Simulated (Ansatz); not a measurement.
# Si: the cost of one run

Method: DFT PBE, scalar-relativistic, plane waves, PAW, and further levels as typed in the inputs, in Ansatz 0.2.0.

The COD entry's cell or inner coordinates are ideal or old and differ from later refinements, so a difference from it is no clean test against experiment.

### Step 1. Starting point

The structure is cubic, space group Fd-3m (No. 227). The conventional cell has a = 5.427 Å, b = 5.427 Å, c = 5.427 Å, α = 90.00°, β = 90.00°, γ = 90.00°. Si (site symmetry -43m) has 4 Si at 2.35 Å as nearest neighbours.

As a file:

```cif
data_structure
_symmetry_space_group_name_H-M 'Fd-3m:1'
_symmetry_Int_Tables_number 227
_cell_length_a 5.4271
_cell_length_b 5.4271
_cell_length_c 5.4271
_cell_angle_alpha 90.000
_cell_angle_beta 90.000
_cell_angle_gamma 90.000
_cell_volume 159.85
loop_
_atom_site_label
_atom_site_type_symbol
_atom_site_symmetry_multiplicity
_atom_site_Wyckoff_symbol
_atom_site_fract_x
_atom_site_fract_y
_atom_site_fract_z
_atom_site_occupancy
Si1 Si 8 a 0.25000 0.25000 0.25000 1
```

The structure rests on an entry of the Crystallography Open Database; cell or positions may have been set otherwise for this series.

### Step 2. Atoms relaxed at the deposited cell

The input, input.yaml:

```yaml
crystal:
  lattice:
    - [0.0, 2.71356, 2.71356]
    - [2.71356, 0.0, 2.71356]
    - [2.71356, 2.71356, 0.0]
  atoms:
    - { symbol: Si, position: [0.75, 0.75, 0.75] }
    - { symbol: Si, position: [0.5, 0.5, 0.5] }
scf:
  occupations: { method: fixed }
output:
  forces: true
  stress: true
  eigenvalues: true
kpoints:
  mp_grid: { grid: [10, 10, 10] }
hamiltonian:
  xc: pbe
relax:
  f_tol: 0.002
  max_steps: 60
```

Run with:

```
ansatz run input.yaml --threads 4 --pin off --max-ram 8192MiB --backend cpu --events-out ev --progress --plain --runs-dir out
```

Q: Estimate wall time and peak memory on 4 threads of Arm Neoverse V1, shared host.

About 1 s, with a peak of 0.29 GiB.
